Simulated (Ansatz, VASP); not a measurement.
## Pt in VASP and in Ansatz

File INCAR:

```
SYSTEM = Pt
PREC = Accurate
ENCUT = 520
EDIFF = 1E-7
ISMEAR = 1
SIGMA = 0.05
LREAL = .FALSE.
LASPH = .TRUE.
NELM = 80
ALGO = Normal
ISIF = 2
LWAVE = .FALSE.
LCHARG = .FALSE.
GGA = PS
NBANDS = 11
```

KPOINTS

```
regular mesh
0
G
  10 10 10
  0 0 0
```

POSCAR

```
Pt
1.0
    0.0000000000      1.9867042750      1.9867042750
    1.9867042750      0.0000000000      1.9867042750
    1.9867042750      1.9867042750      0.0000000000
Pt
1
Direct
    0.0000000000      0.0000000000      0.0000000000
```

Input for Ansatz:

```yaml
crystal:
  lattice:
    - [0.0, 1.9867042749509856, 1.9867042749509856]
    - [1.9867042749509856, 0.0, 1.9867042749509856]
    - [1.9867042749509856, 1.9867042749509856, 0.0]
  atoms:
    - { symbol: Pt, position: [0.0, 0.0, 0.0] }
basis:
  ecutwfc: 420.0
kpoints:
  mp_grid:
    grid: [10, 10, 10]
hamiltonian:
  xc: pbesol
scf:
  occupations:
    method: cold
    width: 0.05
output:
  stress: true
```

Alike in both runs: task single point; functional PBEsol; k mesh 10 × 10 × 10; no spin polarisation.

```csv
,VASP,Ansatz
version,VASP 6.6.1,Ansatz 0.2.0
potentials or method,"VASP PAW PBE potentials, release 64 (Pt)","plane waves, PAW"
plane-wave cutoff (eV),520,420
occupations,"methfessel-paxton of order 1, width 0.05 eV","cold, width 0.05 eV"
valence electrons in the cell,10,18
```

|  | VASP | Ansatz | Ansatz less VASP |
| --- | --- | --- | --- |
| pressure (GPa) | -11.2 | -10.8 | +0.38 |

The two sets of potentials don't hold the same shells in valence.

Caveats: the PAW data sets were made with another functional, which shifts forces and pressure a little (VASP). The runs have no spin-orbit coupling, so splittings on Pt are missing.
